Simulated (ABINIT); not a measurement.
Runs of ABINIT 10.8.3 (patched build) on Cu. Symmetry: Fm-3m, No. 225, cubic system. The conventional cell has a = 3.615 Å, b = 3.615 Å, c = 3.615 Å, α = 90.00°, β = 90.00°, γ = 90.00°. Cu (site symmetry m-3m) has 12 Cu at 2.56 Å as nearest neighbours. 

```tsv
task	level	potentials or basis	spin	cell	k mesh	cutoff (eV)	smearing	fine-grid cutoff	mesh quality	gap on the mesh (eV)	pressure (GPa)	V0 of scaled cells (Å³/atom)	B0 (GPa)
band structure	RPBE	PseudoDojo NC SR PBE v0.4.1 standard	off	as given	13 × 13 × 13	1252	fermi-dirac 0.05 eV	-	not flagged	none	7.2	-	-
band structure	r2SCAN	JTH PAW PBE v2.0	off	as given	13 × 13 × 13	653	fermi-dirac 0.05 eV	1251.72 eV	not flagged	none	-	-	-
band structure	PW91	PseudoDojo NC SR PBE v0.4.1 standard	off	as given	13 × 13 × 13	1252	fermi-dirac 0.05 eV	-	not flagged	none	0.9	-	-
single point	LDA	JTH PAW LDA v2.0	off	as given	10 × 10 × 10	544	fermi-dirac 0.05 eV	1088.46 eV	not flagged	none	-	-	-
band structure	rSCAN	JTH PAW PBE v2.0	off	as given	13 × 13 × 13	653	fermi-dirac 0.05 eV	1251.72 eV	not flagged	none	-	-	-
single point	r2SCAN	JTH PAW PBE v2.0	off	as given	10 × 10 × 10	653	fermi-dirac 0.05 eV	1251.72 eV	not flagged	none	-	-	-
band structure	RPBE	JTH PAW PBE v2.0	off	as given	13 × 13 × 13	544	fermi-dirac 0.05 eV	1088.46 eV	not flagged	none	-	-	-
equation of state	RPBE	JTH PAW PBE v2.0	off	as given	13 × 13 × 13	544	fermi-dirac 0.05 eV	1088.46 eV	not flagged	-	-	12.34	(b)
electric field gradients	SCAN	JTH PAW PBE v2.0	SOC, no magnetisation	cell strained at random at fixed volume	8 × 8 × 8	653	methfessel-paxton 0.1 eV	1251.72 eV	coarse	none	-	-	-
band structure	PBE	PseudoDojo NC SR PBE v0.4 stringent	off	as given	13 × 13 × 13	1415	fermi-dirac 0.05 eV	-	not flagged	none	(a)	-	-
equation of state	PBEsol	JTH PAW PBE v2.0	off	as given	13 × 13 × 13	544	fermi-dirac 0.05 eV	1088.46 eV	not flagged	-	-	11.35	169
```

Problem. Fill in the values left out.

Solution. (a) 1.4; (b) 126.

Caveats: some runs use coarse meshes; the PAW data sets were made with another functional, which shifts forces and pressure a little (some runs); the potentials were made for another functional, which shifts forces and pressure (some runs); pressures at fixed basis lie under the slope of the energies (some runs).

A gap of «none» marks a metal or a gap under the smearing width.
